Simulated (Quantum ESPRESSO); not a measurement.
**TiO under changes of volume**

One of the cells (12.880 Å³/atom); the others are scaled copies at fixed shape and fractional positions:

```
CELL_PARAMETERS angstrom
3.03100 0.00000 0.00000
-1.51550 2.62492 0.00000
0.00000 0.00000 3.23770
ATOMIC_POSITIONS crystal
Ti 0.66667 0.33333 0.00000
O 0.00000 0.00000 0.50000
```

```yaml
Program: Quantum ESPRESSO 7.5
Functional: PBEsol
Potentials_or_basis: PseudoDojo 0.4.1 SR PBEsol standard
Cutoff: 1143 eV
Density_cutoff: 4572 eV
k_mesh: 10 × 10 × 8
Occupations: fermi-dirac, width 0.05 eV
Spin: no spin polarisation
```

```csv
volume (Å³/atom),energy over the lowest point (meV/atom),pressure (GPa)
12.107,0.00,-37.5
12.365,61.32,-38.8
12.622,124.43,-39.8
12.880,189.01,-40.6
13.137,?,?
13.395,321.54,-41.8
13.653,389.02,-42.2
```

Problem. What does the run at 13.137 Å³/atom give?

Solution. Energy over the lowest point 254.79 meV/atom; pressure -41.3 GPa.

Worked out: A Birch-Murnaghan fit of order 3 (a polynomial in V^(-2/3)) to the other rows has no minimum within the range. It gives 254.71 meV/atom at 13.137 Å³/atom, against the run's 254.79, and -dE/dV = -41.2 GPa, against -41.3.

Energies are extrapolated to zero smearing.

Caveats: the cell as given lies far from equilibrium.
